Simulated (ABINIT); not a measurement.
Wanted: the native input for an ABINIT 10.8.3 (patched build) run.

```yaml
Task: equation of state
Functional: AM05
Potentials_or_basis: JTH PAW PBE v2.0
Cutoff: 544 eV
k_mesh: 10 × 10 × 10
Occupations: fermi-dirac, width 0.05 eV
Spin: no spin polarisation
Fine-grid_cutoff: 1088.46 eV
Exchange_and_correlation_inside_the_PAW_spheres: full angular mesh (pawxcdev 0, this build's default; the released program takes 1)
```

ZrC:

```xyz
2
Lattice="0.0000 2.3650 2.3650 2.3650 0.0000 2.3650 2.3650 2.3650 0.0000" Properties=species:S:1:pos:R:3 pbc="T T T"
Zr    2.3650    2.3650    2.3650
C     0.0000    0.0000    0.0000
```

One way to write it, as run:

run.abi

```
# Datasets: one volume each
ndtset 7
getwfk -1
scalecart1 3*0.9795861087
scalecart2 3*0.9864848297
scalecart3 3*0.9932883884
scalecart4 3*1.0000000000
scalecart5 3*1.0066227096
scalecart6 3*1.0131594038
scalecart7 3*1.0196128224

# Pseudopotentials
pp_dirpath "./"
pseudos "Zr.GGA_PBE-JTH.xml, C.GGA_PBE-JTH.xml"

# Structure
acell 3*1.0 Angstrom
rprim
     0.0000000000     2.3650000000     2.3650000000
     2.3650000000     0.0000000000     2.3650000000
     2.3650000000     2.3650000000     0.0000000000
ntypat 2
znucl 40 6
natom 2
typat 1 2
xred
     0.5000000000     0.5000000000     0.5000000000
     0.0000000000     0.0000000000     0.0000000000

# Plane-wave basis
ecut 20.0
pawecutdg 40.0

# k points
kptopt 1
ngkpt 10 10 10
nshiftk 1
shiftk 0.0 0.0 0.0

# Exchange and correlation
ixc -120135

# Bands and occupations
nband 12
occopt 3
tsmear 0.05 eV

# SCF cycle
nstep 100
tolvrs 1.0e-9

# Output
iomode 3
prtwf 1
prtden 0
prteig 0
prtebands 0
```

Potentials or basis: JTH PAW PBE v2.0.

Launch:

```bash
$ abinit run.abi > log 2>&1
```

Results of the run:

```yaml
Equilibrium_volume: 12.69 Å³/atom
Bulk_modulus: 237 GPa
Pressure_derivative_of_the_bulk_modulus: 4.2
```

Caveat: pressures at fixed basis lie under the slope of the energies; the PAW data sets were made with another functional, which shifts forces and pressure a little.

It took 110 s on 1 thread of Arm Neoverse V1, on a shared host, peak memory 0.15 GiB.
